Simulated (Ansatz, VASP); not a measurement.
# Ru: VASP beside Ansatz

```
Ru
1.0
     2.80270    0.00000    0.00000
    -1.40135    2.42721    0.00000
     0.00000    0.00000    3.84420
Ru
2
Direct
  0.33333 0.66667 0.25000
  0.66667 0.33333 0.75000
```

Alike in both runs: task single point; functional PBEsol; k mesh 18 × 18 × 10; occupations gaussian, width 0.15 eV; no spin polarisation.

|  | VASP | Ansatz |
| --- | --- | --- |
| version | VASP 6.6.1 | Ansatz 0.2.0 |
| potentials or method | VASP PAW PBE potentials, release 64 (Ru_pv) | scalar-relativistic, plane waves, PAW |
| plane-wave cutoff (eV) | 520 | 420 |
| valence electrons in the cell | 28 | 32 |

Ansatz gave:

| Property | Result |
| --- | --- |
| gap on the k mesh at the Fermi level (eV) | none |
| pressure (GPa) | 16.5 |
| largest component of the traceless stress (GPa) | 40.87 |

Q: Estimate VASP's values.

A: gap on the k mesh at the Fermi level (eV): none; pressure (GPa): 16.4; largest component of the traceless stress (GPa): 40.88.

A gap of «none» marks a metal or a gap that the smearing closes. The functional is the same, so the differences come from potentials, cutoffs and numerics. The two sets of potentials don't hold the same shells in valence. Ansatz warned: «pseudo_functional_mismatch».

Caveats: so large a pressure means that the cell lies far from this level's equilibrium, or that cutoff or potentials fall short (VASP); the potentials were made for another functional, which shifts forces and pressure (VASP).
